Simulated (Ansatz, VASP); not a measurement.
**CdTe: VASP beside Ansatz**

```
Cd Te
1.0
     0.00000    3.00812    3.00812
     3.00812    0.00000    3.00812
     3.00812    3.00812    0.00000
Cd Te
1 1
Direct
  0.50000 0.50000 0.50000
  0.00000 0.00000 0.00000
```

Alike in both runs: task single point; functional r2SCAN; dispersion D4; k mesh 6 × 6 × 6; occupations gaussian, width 0.05 eV; no spin polarisation.

|  | VASP | Ansatz |
| --- | --- | --- |
| version | VASP 6.6.1 | Ansatz 0.2.0 |
| potentials or method | VASP PAW PBE potentials, release 64 (Cd, Te) | scalar-relativistic, plane waves, PAW |
| plane-wave cutoff (eV) | 520 | 500 |
| valence electrons in the cell | 18 | 36 |

```tsv
	VASP	Ansatz	Ansatz less VASP
gap on the k mesh at the Fermi level (eV)	none	none	-
pressure (GPa)	1.5	1.2	-0.24
dispersion energy (meV/atom)	-154.4	-154.6	-0.19
```

A gap of «none» marks a metal or a gap that the smearing closes. The two sets of potentials don't hold the same shells in valence.

Caveats: the PAW data sets were made with another functional, which shifts forces and pressure a little (VASP); pairwise dispersion overbinds metals, which lowers pressure and volume. The runs have no spin-orbit coupling, so splittings on Te are missing.
